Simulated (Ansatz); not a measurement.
An Ansatz (an electronic-structure program) run: InN; r2SCAN/PAW in Ansatz, no spin-orbit coupling, earlier PAW set.

Input:

Ansatz 0.2 input:
```yaml
crystal:
  lattice:
    - [3.5480445072, 0, 0]
    - [-1.7740222536, 3.072696677, 0]
    - [0, 0, 5.7237502048]
  atoms:
    - { symbol: In, position: [0.6666666667, 0.3333333333, 0.0022538959] }
    - { symbol: In, position: [0.3333333333, 0.6666666667, 0.5022538959] }
    - { symbol: N, position: [0.6666666667, 0.3333333333, 0.6229461041] }
    - { symbol: N, position: [0.3333333333, 0.6666666667, 0.1229461041] }
basis: { ecutwfc: 500, ecutrho_ratio: 4, xc_grid: 4, fft_grid_basis: typed }
kpoints: { mp_grid: { grid: [11, 11, 6] } }
hamiltonian:
  xc: r2scan
  dispersion: none
  pseudopotentials: { azcp: { folder: ./paw }, kind: paw }
scf: { occupations: { method: fermi_dirac, width: 0.05 }, convergence: { dr2_threshold: 0.0000000004 } }
output: { forces: true, stress: true }
```

Output (explanatory and most iteration lines left out):

```
Pseudopotential: In, paw, valence charge 13
Pseudopotential: N, paw, valence charge 5
Crystal: 4 atoms, lattice volume = 62.401 Å³
Basis set: ecut = 500 eV, 1605 PW (Γ), exchange–correlation on 108×108×180 points (64 copies of the dense FFT grid, shifted against one another)
Bands: 22, of which v1, the nominal top of the filled ones, is band 18 counted from 1 (17 counted from 0)
Symmetry: 12 space group operations
Space group: P63mc (ITA 186), of the structure as read, at distance tolerance 4.0e-5 Å
k-points: 64 of 726 (time reversal used)
Functional: x = r2scan, c = r2scan; τ floored in thin density (d = 2e-4 eV/Å³)
SCF iter   1: F=—  HF=-11994.624383 eV  |F-HF|=—  |Δ(HF+E_count)|=         —  Δρ=7.50e-2  dr2=4.52e0  dr2_τ=4.86e-1  ethr=3.10e-3  ⟨swp⟩=5.9  Hψ=6398  notcnv=0
SCF iter   2: F=—  HF=-11993.691614 eV  |F-HF|=—  |Δ(HF+E_count)|=   9.33e-1  Δρ=3.49e-2  dr2=4.88e-1  dr2_τ=1.08e-1  ethr=3.10e-3  ⟨swp⟩=3.0  Hψ=3563  notcnv=0
SCF 1 converged in 9 iterations: F = -11993.771225 eV  dr2 = 2.20e-10
SCF converged after 9 iterations
Free energy (F): -11993.771225 eV
Internal energy: -11993.770670 eV  (E = F + TS)
E sigma→0 (E₀):  -11993.770948 eV
Entropy (-TS):   -0.000555 eV (-0.139 meV/atom)
Fermi energy:    9.372324 eV
--- Forces (eV/Å), atoms counted from 1 ---
  atom   1  In    -0.00000000     0.00000000     0.00000357
  atom   2  In     0.00000000    -0.00000000     0.00000357
  atom   3  N      0.00000000     0.00000000    -0.00000924
  atom   4  N     -0.00000000    -0.00000000    -0.00000924
--- Stress (GPa, compression-positive) ---
        0.001275       0.000000       0.000000
        0.000000       0.001275       0.000000
        0.000000       0.000000       0.000420
  P = ⅓ Tr σ = 0.0010 GPa (0.010 kbar)
```

Stability against distortions was not tested. The cell is InN in the wurtzite structure (space group P6_3mc, No. 186).
